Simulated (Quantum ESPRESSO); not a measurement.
## KI: electronic dielectric constant by level of theory

The structure is cubic, space group Fm-3m (No. 225). The conventional cell has a = 7.066 Å, b = 7.066 Å, c = 7.066 Å, α = 90.00°, β = 90.00°, γ = 90.00°. Around I (site symmetry m-3m) lie 6 K at 3.53 Å. Around K (site symmetry m-3m) lie 6 I at 3.53 Å.

```csv
rung,level,program and potentials,cutoff (eV),k mesh,task,core time,chip,electronic dielectric constant,notes
GGA,PBE,"Quantum ESPRESSO, Ansatz NC SR PBE",952,"2 × 2 × 2, shifted",phonons,48 s,Intel Xeon 6975P-C Granite Rapids,2.84,coarse mesh; 8 valence electrons an atom on average
GGA,BLYP,"Quantum ESPRESSO, PseudoDojo 0.4.1 SR PBE standard",1007,"2 × 2 × 2, shifted",phonons,84 s,Intel Xeon 6975P-C Granite Rapids,2.66,coarse mesh; potentials made for PBE; 8 valence electrons an atom on average; cell relaxed first (49.19 Å³/atom)
GGA,WC,"Quantum ESPRESSO, PseudoDojo 0.4.1 SR PBE standard",1007,"6 × 6 × 6, shifted",dielectric tensor,3.6 min,Intel Xeon 6975P-C Granite Rapids,2.93,potentials made for PBE; 8 valence electrons an atom on average
GGA,BLYP,"Quantum ESPRESSO, PseudoDojo 0.4.1 SR PBE standard",1007,"6 × 6 × 6, shifted",dielectric tensor,4.3 min,Intel Xeon 6975P-C Granite Rapids,2.84,potentials made for PBE; 8 valence electrons an atom on average
GGA,PBE,"Quantum ESPRESSO, GBRV 1.5 PBE",612,"4 × 4 × 4, shifted",phonons,8.3 min,Arm Neoverse V1,2.87,8 valence electrons an atom on average
LDA,LDA,"Quantum ESPRESSO, PseudoDojo 0.4.1 SR LDA standard",980,"4 × 4 × 4, shifted",phonons,9 min,Arm Neoverse V1,3.12,8 valence electrons an atom on average; cell relaxed first (39.60 Å³/atom)
GGA,PBE,"Quantum ESPRESSO, PseudoDojo 0.4.1 SR PBE standard",1007,"4 × 4 × 4, shifted",phonons,13 min,Arm Neoverse V1,2.80,8 valence electrons an atom on average; cell relaxed first (46.28 Å³/atom)
GGA,PW91,"Quantum ESPRESSO, PseudoDojo 0.4.1 SR PBE standard",1007,"4 × 4 × 4, shifted",phonons,13 min,Arm Neoverse V1,2.80,potentials made for PBE; 8 valence electrons an atom on average; cell relaxed first (46.20 Å³/atom)
GGA,revPBE,"Quantum ESPRESSO, PseudoDojo 0.4.1 SR PBE standard",1007,"4 × 4 × 4, shifted",phonons,14 min,Arm Neoverse V1,2.62,potentials made for PBE; 8 valence electrons an atom on average; cell relaxed first (50.24 Å³/atom)
GGA,BLYP,"Quantum ESPRESSO, PseudoDojo 0.4.1 SR PBE standard",1007,"4 × 4 × 4, shifted",phonons,14 min,Arm Neoverse V1,2.69,potentials made for PBE; 8 valence electrons an atom on average; cell relaxed first (49.32 Å³/atom)
GGA,PBE,"Quantum ESPRESSO, SG15 PBE 1.2",1020,"4 × 4 × 4, shifted",phonons,15 min,Arm Neoverse V1,2.86,13 valence electrons an atom on average
non-local van der Waals functional,vdW-DF-cx,"Quantum ESPRESSO, PseudoDojo 0.4.1 SR PBE standard",1007,"4 × 4 × 4, shifted",phonons,18 min,Arm Neoverse V1,2.88,potentials made for PBE; 8 valence electrons an atom on average; cell relaxed first (44.09 Å³/atom)
```

Times are single runs on shared hosts and different chips, so they are rough; meshes, cutoffs and the tasks' sizes weigh on the time. All rows: no spin polarisation. The cell comes from a database and isn't always the measured one. Meshes differ between rows, which moves values too. All levels ran on this one cell, unrelaxed unless noted. Meshes are those of the run's cell of 2 atoms unless a note names another. Misses use the values as printed. Runs on faulty files, with rough fits or with known faults for this quantity aren't shown. No row holds spin-orbit coupling.

Measured: 2.65 (a printed reference work).

Task: Which of the timed runs without a coarse mesh or an atomic basis is the cheapest that comes within 8 % of the measured electronic dielectric constant?

Result: BLYP (Quantum ESPRESSO, PseudoDojo 0.4.1 SR PBE standard): 2.84  in 4.3 min. One crystal doesn't make the level reliable, since errors can cancel. The runs are for a static lattice, while measurements hold temperature and zero-point motion.
